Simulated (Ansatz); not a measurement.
FeO in Ansatz: the effect of functional

FeO:

```xyz
2
Lattice="-1.6021 1.6021 2.0834 1.6021 -1.6021 2.0834 1.6021 1.6021 -2.0834" Properties=species:S:1:pos:R:3 pbc="T T T"
Fe    0.0000    0.0000    0.0000
O     0.0000    0.0000    2.0834
```

The cell comes from a database or a generator and needn't be the stable form of this composition.

Alike in all runs:

* Program: Ansatz 0.2.0
* Task: band structure
* Potentials or basis: all-electron LAPW, scalar-relativistic
* Basis error allowed: 0.001 eV/atom
* k mesh: 12 × 12 × 12
* Occupations: fermi-dirac, width 0.05 eV
* Spin: collinear spin, ferromagnetic start
* Starting moments: [3.0, 0.0] μB

```csv
functional,cutoff,pressure (GPa)
PBE,376 eV (chosen from the basis error),-8.8
LDA,375 eV (chosen from the basis error),-22.5
PBEsol,376 eV (chosen from the basis error),?
```

Task: What does the run with functional PBEsol give?

Result: Pressure -16.2 GPa.

Caveats: a cell with one magnetic atom can't hold antiferromagnetic order, which such compounds often take.
